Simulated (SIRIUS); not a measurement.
Runs of SIRIUS 7.12.0 on PtS2. It takes space group P-3m1 (No. 164, trigonal). The conventional cell has a = 3.543 Å, b = 3.543 Å, c = 5.039 Å, α = 90.00°, β = 90.00°, γ = 120.00°. Pt (site symmetry -3m) has 6 S at 2.34 Å as nearest neighbours. S (site symmetry 3m) is surrounded by 3 Pt at 2.34 Å. 

```tsv
task	potentials or basis	cutoff (eV)	muffin tin radii	basis cutoff (gk_cutoff)	valence relativity	reference energy of the basis	smallest sphere radius times basis cutoff	gap on the mesh (eV)	largest force (eV/Å)
band structure	all-electron FP-LAPW (no relativity for the valence, core without relativity), apw+lo standard	212	Pt 2.33, S 2.02 bohr	3.95 1/bohr	none	0.25 Ha	7.98	0.73	2.52
single point	all-electron FP-LAPW, apw+lo standard	222	Pt 2.28, S 1.98 bohr	4.04 1/bohr	iora	0.26 Ha	8	(a)	1.24
band structure	all-electron FP-LAPW (ZORA valence), apw+lo standard	212	Pt 2.33, S 2.02 bohr	3.95 1/bohr	zora	0.25 Ha	7.98	1.03	1.25
band structure	all-electron FP-LAPW (Koelling-Harmon valence), apw+lo standard	212	Pt 2.33, S 2.02 bohr	3.95 1/bohr	koelling_harmon	0.25 Ha	7.98	1.03	1.25
```

Alike in all rows: level PBE; no spin polarisation; cell as given; k mesh 9 × 9 × 5; smearing fermi-dirac 0.05 eV.

Estimate the missing entries.

(a) 1.02.

Caveats: spin-orbit coupling is left out, which moves the levels of the heavy elements; forces of over 1 eV/Å show positions far from the minimum, so gaps and moduli don't describe the material at rest; relativity is left out for the valence states, which matters for the heavier elements (some runs); relativity is left out for the core states (some runs); an odd mesh through Γ misses points on the zone boundary, where band edges often lie (some runs).

A k mesh can miss the band edges, and the runs leave out spin-orbit coupling on Pt.

A gap of «none» marks a metal or a gap under the smearing width.

Not every run made on this cell is shown here.
